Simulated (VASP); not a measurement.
# C (P6_3/mmc) in VASP: notebook

One crystal, C, is run at these levels: PBE+D4; tasks: relaxation of cell and atoms.

Everything below comes from runs of VASP 6.6.1. Logs are shortened: lines on timing, memory, paths and dates and some standing lists are left out, and cuts for length are marked.

## Step 1: The structure

It takes space group P6_3/mmc (No. 194, hexagonal). Conventional cell: a = 2.467 Å, b = 2.467 Å, c = 7.803 Å, α = 90.00°, β = 90.00°, γ = 120.00°. C (site symmetry -6m2) is surrounded by 3 C at 1.42 Å. C (site symmetry -6m2) is surrounded by 3 C at 1.42 Å.

## Step 2: Relaxation of cell and atoms, PBE+D4

File INCAR:

```
PREC = Accurate
ENCUT = 520
EDIFF = 1E-7
ISMEAR = 0
SIGMA = 0.02
LREAL = False
LASPH = True
NELM = 100
ALGO = Fast
ISIF = 3
LWAVE = False
LCHARG = False
GGA = PE
IVDW = 13
IBRION = 2
NSW = 80
EDIFFG = -0.002
```

File KPOINTS:

```
Automatic mesh
0
Gamma
  15 15 4
```

File POSCAR:

```
C
1.0
    2.4672912600      0.0000000000      0.0000000000
   -1.2336456300      2.1367369100      0.0000000000
    0.0000000000      0.0000000000      7.8030730000
C
4
Direct
    0.0000000000      0.0000000000      0.2500000000
    0.0000000000      0.0000000000      0.7500000000
    0.3333333300      0.6666666700      0.2500000000
    0.6666666700      0.3333333300      0.7500000000
```

Potentials or basis: VASP PAW PBE potentials, release 64 (C).

Started as:

```sh
$ cat potpaw_PBE.64/C/POTCAR > POTCAR
$ mpirun -np 1 vasp_std > vasp.out
```

OUTCAR:

```text
PREC = Accurate
   ENCUT = 520
   EDIFF = 1E-7
   ISMEAR = 0
   LREAL = False
   LASPH = True
   NELM = 100
   ISIF = 3
   GGA = PE
   IVDW = 13
   IBRION = 2
   NSW = 80
   EDIFFG = -0.002

 ion  position               nearest neighbor table
   1  0.000  0.000  0.250-   3 1.42   3 1.42   3 1.42
   2  0.000  0.000  0.750-   4 1.42   4 1.42   4 1.42
   3  0.333  0.667  0.250-   1 1.42   1 1.42   1 1.42
   4  0.667  0.333  0.750-   2 1.42   2 1.42   2 1.42

  LATTYP: Found a hexagonal cell.
 ALAT       =     2.4672912600
 C/A-ratio  =     3.1626071581

  Lattice vectors:

 A1 = (   2.4672912600,   0.0000000000,   0.0000000000)
 A2 = (  -1.2336456300,   2.1367369100,   0.0000000000)
 A3 = (   0.0000000000,   0.0000000000,   7.8030730000)

Analysis of symmetry for initial positions (statically):
=====================================================================
 Subroutine PRICEL returns:
 Original cell was already a primitive cell.

 Routine SETGRP: Setting up the symmetry group for a
 hexagonal supercell.

 Subroutine GETGRP returns: Found 24 space group operations
 (whereof 12 operations were pure point group operations)
 out of a pool of 24 trial point group operations.

The static configuration has the point symmetry D_3d.
 The point group associated with its full space group is D_6h.

Analysis of symmetry for dynamics (positions and initial velocities):
=====================================================================
 Subroutine PRICEL returns:
 Original cell was already a primitive cell.

 Routine SETGRP: Setting up the symmetry group for a
 hexagonal supercell.

 Subroutine GETGRP returns: Found 24 space group operations
 (whereof 12 operations were pure point group operations)
 out of a pool of 24 trial point group operations.

The dynamic configuration has the point symmetry D_3d.
 The point group associated with its full space group is D_6h.

 Subroutine INISYM returns: Found 24 space group operations
 (whereof 12 operations are pure point group operations),
 and found     1 'primitive' translations

----------------------------------------------------------------------------------------

                                     Primitive cell

  volume of cell :      41.1374

  direct lattice vectors                    reciprocal lattice vectors
     2.467291260  0.000000000  0.000000000     0.405302777  0.234001668  0.000000000
    -1.233645630  2.136736910  0.000000000     0.000000000  0.468003335  0.000000000
     0.000000000  0.000000000  7.803073000     0.000000000  0.000000000  0.128154639

  length of vectors
     2.467291260  2.467291260  7.803073000     0.468003335  0.468003335  0.128154639

[... 76 lines left out ...]
   ISTART =      0    job   : 0-new  1-cont  2-samecut
   ICHARG =      2    charge: 1-file 2-atom 10-const
   ISPIN  =      1    spin polarized calculation?
   LNONCOLLINEAR =      F non collinear calculations
   LSORBIT =      F    spin-orbit coupling
   LASPH  =      T    aspherical Exc in radial PAW
   ENCUT  =  520.0 eV  38.22 Ry    6.18 a.u.   4.59  4.59 14.51*2*pi/ulx,y,z
   NELM   =    100;   NELMIN=  2; NELMDL= -5     # of ELM steps
   EDIFF  = 0.1E-06   stopping-criterion for ELM
   LREAL  =      F    real-space projection
   EDIFFG = -.2E-02   stopping-criterion for IOM
   NSW    =     80    number of steps for IOM
   IBRION =      2    ionic relax: 0-MD 1-quasi-New 2-CG
   NFREE  =      1    steps in history (QN), initial steepest desc. (CG)
   ISIF   =      3    stress and relaxation
   ISYM   =      2    0-nonsym 1-usesym 2-fastsym
   POTIM  = 0.5000    time-step for ionic-motion
   TEBEG  =    0.0;   TEEND  =   0.0 temperature during run
   PSTRESS=    0.0 pullay stress
   NELECT =      16.0000    total number of electrons
   NUPDOWN=      -1.0000    fix difference up-down
   EMIN   =  10.00;   EMAX   =-10.00  energy-range for DOS
   EFERMI =   0.00;   METHOD = LEGACY
   ISMEAR =     0;   SIGMA  =   0.02  broadening in eV -4-tet -1-fermi 0-gaus
   EFERMI_NEDOS =   21; number of points for ismear=-14 and -15
   IALGO  =     68    algorithm
   IMIX   =      4    mixing-type and parameters
     AMIX     =   0.40;   BMIX     =  1.00
     AMIX_MAG =   1.60;   BMIX_MAG =  1.00
  volume/ion in A,a.u.               =      10.28        69.40
  Fermi-wavevector in a.u.,A,eV,Ry     =   1.195003  2.258229 19.429568  1.428033
  Thomas-Fermi vector in A             =   2.330979
   LORBIT       =      0    0 simple, 1 ext, 2 COOP (PROOUT), +10 PAW based schemes
   GGA     = PE    functional components
   LHFCALC =     F    Hartree Fock is set to
   AEXX    =    0.0000 exact exchange contribution
   IVDW    =    13    specifies the selected vdW correction
   LEPSILON=     F    determine dielectric tensor
   LRPA    =     F    only Hartree local field effects (RPA)
 conjugate gradient relaxation of ions
 non-spin polarized calculation
 RMM-DIIS sequential band-by-band and
 Gauss-broadening in eV      SIGMA  =   0.02
  energy-cutoff  :      520.00
  volume of cell :       41.14
 maximum number of plane-waves:      1128
   NGX =  9   NGY =  9   NGZ = 29

--------------------------------------- Ionic step        1  -------------------------------------------

 number of electron      15.9999994 magnetization

 Free energy of the ion-electron system (eV)
  ---------------------------------------------------
  ext. energy  EPLUGINS =         0.00000000
  ---------------------------------------------------
  free energy    TOTEN  =       -36.89665034 eV

  energy without entropy =      -36.89640117  energy(sigma->0) =      -36.89652576

------------------------ aborting loop because EDIFF is reached ----------------------------------------

  DFT-D4 for vdW energy calculation

  Edisp (eV):   -0.58671
[... 840 lines left out ...]
      1      -9.4549      2.00000
      2      -9.3887      2.00000
      3      -8.4664      2.00000
      4      -8.4233      2.00000
      5      -4.6300      2.00000
      6      -4.5669      2.00000
      7       2.4696      2.00000
      8       2.9608      2.00000
      9       5.5663      0.00000
     10       5.7085      0.00000
     11      14.9284      0.00000
     12      15.4376      0.00000

 [... further k-points ...]

[... ionic steps 4 to 9 ...]

--------------------------------------- Ionic step       10  -------------------------------------------

 number of electron      15.9999996 magnetization

------------------------ aborting loop because EDIFF is reached ----------------------------------------
[... 79 lines left out ...]
--------------------------------------- Ionic step       12  -------------------------------------------

 number of electron      15.9999996 magnetization

 Free energy of the ion-electron system (eV)
  ---------------------------------------------------
  ext. energy  EPLUGINS =         0.00000000
  ---------------------------------------------------
  free energy    TOTEN  =       -36.83606019 eV

  energy without entropy =      -36.83587145  energy(sigma->0) =      -36.83596582

 E-fermi :   4.8208     XC(G=0): -10.4285

 val. band max:        4.8193219746   @ k =   0.3333   0.3333   0.5000
 cond. band min:       4.8213168576   @ k =   0.3333   0.3333   0.2500
 fundamental gap:      0.0019948830
 Fermi energy:         4.8208287478
[... 395 lines left out ...]
  FREE ENERGIE OF THE ION-ELECTRON SYSTEM (eV)
  ---------------------------------------------------
  free  energy   TOTEN  =       -37.5508696420 eV

  energy  without entropy=      -37.5506808988  energy(sigma->0) =      -37.55077527

 reached required accuracy - stopping structural energy minimisation
```

It took 5.7 min on 1 thread of Intel Xeon Platinum 8259CL at 2.50GHz (Skylake/Cascade Lake), shared host; peak memory 0.17 GiB.

Results:

- Free energy: -37.5509 eV
- Relaxed volume: 8.68 Å³/atom
- Relaxed cell: a = 2.461 Å, b = 2.461 Å, c = 6.618 Å, α = 90.00°, β = 90.00°, γ = 120.00°
- Space group after relaxing (to 0.05 Å): P6_3/mmc (No. 194)
- Energy gained by relaxing: 16.9 meV/atom
- Ionic steps: 12
- Pressure after relaxing: 0.0 GPa
- Band gap on the k mesh: none (metal or under the smearing width)
- Dispersion energy per atom: -0.179 eV

Step by step:
```csv
step,energy change (eV),largest force (eV/Å),pressure (GPa),volume (Å³)
1,0.0000,0.0000,-1.98,41.14
2,-0.0002,0.0000,2.21,40.38
3,-0.0024,0.0000,0.12,40.75
4,-0.0074,0.0000,0.14,40.38
5,-0.0226,0.0000,0.19,39.28
6,-0.0507,0.0000,0.38,37.08
7,-0.0500,0.0000,1.97,32.68
8,-0.0651,0.0000,0.71,35.39
9,-0.0670,0.0000,1.04,34.40
10,-0.0672,0.0000,0.97,34.63
11,-0.0347,0.0000,-8.82,35.50
12,-0.0675,0.0000,-0.03,34.71
```

Final structure:
```yaml
crystal:
  lattice:
    - [2.46088, 0.00000, 0.00000]
    - [-1.23044, 2.13119, 0.00000]
    - [0.00000, 0.00000, 6.61830]
  atoms:
    - { symbol: C, position: [0.00000, 0.00000, 0.25000] }
    - { symbol: C, position: [0.00000, 0.00000, 0.75000] }
    - { symbol: C, position: [0.33333, 0.66667, 0.25000] }
    - { symbol: C, position: [0.66667, 0.33333, 0.75000] }
```

Levels at points of the mesh, in eV from the Fermi level:
| k point | band 5 | band 6 | band 7 | band 8 | band 9 | band 10 | band 11 | band 12 |
| --- | --- | --- | --- | --- | --- | --- | --- | --- |
| (0.00, 0.00, 0.00) | -3.01 | -3.01 | -2.98 | -2.98 | 4.40 | 8.36 | 8.37 | 8.42 |
| (0.00, 0.00, 0.50) | -3.00 | -3.00 | -3.00 | -3.00 | 7.14 | 7.14 | 8.39 | 8.39 |

Caveat: the volume moved by over 15 % at a fixed basis, so the end points are rough.

## Step 3: Relaxation of cell and atoms, PBE+D4

This run uses another cell than the first one, of 8.68 Å³/atom, 0.844 times its volume.

INCAR is that of step 2.

KPOINTS is that of step 2.

File POSCAR:

```
C                                       
1.0
    2.4608821650     -0.0000000000     -0.0000000000
   -1.2304410825      2.1311864709     -0.0000000000
    0.0000000000      0.0000000000      6.6182970917
  C             
     4
Direct
     0.0000000000000000    0.0000000000000000    0.2500000000000000
     0.0000000000000000    0.0000000000000000    0.7500000000000000
     0.3333333300000021    0.6666666699999979    0.2500000000000000
     0.6666666699999979    0.3333333300000021    0.7500000000000000
```

Potentials or basis: VASP PAW PBE potentials, release 64 (C).

Started as:

```sh
$ cat potpaw_PBE.64/C/POTCAR > POTCAR
$ mpirun -np 1 vasp_std > vasp.out
```

Wall time 2.1 min (1 thread of Intel Xeon Platinum 8259CL at 2.50GHz (Skylake/Cascade Lake), shared host); peak memory 0.15 GiB.

Results (log left out):

```
Free energy                            : -37.5431 eV
Relaxed volume                         : 8.71 Å³/atom
Relaxed cell                           : a = 2.461 Å, b = 2.461 Å, c = 6.643 Å, α = 90.00°, β = 90.00°, γ = 120.00°
Space group after relaxing (to 0.05 Å) : P6_3/mmc (No. 194)
Energy gained by relaxing              : 0.0 meV/atom
Ionic steps                            : 7
Pressure after relaxing                : 0.0 GPa
Band gap on the k mesh                 : none (metal or under the smearing width)
Dispersion energy per atom             : -0.178 eV
```

Final structure:
```cif
data_structure
_symmetry_space_group_name_H-M 'P 1'
_symmetry_Int_Tables_number 1
_cell_length_a 2.4612
_cell_length_b 2.4612
_cell_length_c 6.6434
_cell_angle_alpha 90.000
_cell_angle_beta 90.000
_cell_angle_gamma 120.000
_cell_volume 34.85
loop_
_atom_site_label
_atom_site_type_symbol
_atom_site_fract_x
_atom_site_fract_y
_atom_site_fract_z
_atom_site_occupancy
C1 C 0.00000 0.00000 0.25000 1
C2 C 0.00000 0.00000 0.75000 1
C3 C 0.33333 0.66667 0.25000 1
C4 C 0.66667 0.33333 0.75000 1
```

Levels at points of the mesh, in eV from the Fermi level:
| k point | band 4 | band 5 | band 6 | band 7 | band 8 | band 9 | band 10 | band 11 | band 12 |
| --- | --- | --- | --- | --- | --- | --- | --- | --- | --- |
| (0.00, 0.00, 0.00) | -6.51 | -3.01 | -3.01 | -2.99 | -2.99 | 4.36 | 8.36 | 8.36 | 8.42 |
| (0.00, 0.00, 0.50) | -7.65 | -3.00 | -3.00 | -3.00 | -3.00 | 7.08 | 7.08 | 8.39 | 8.39 |
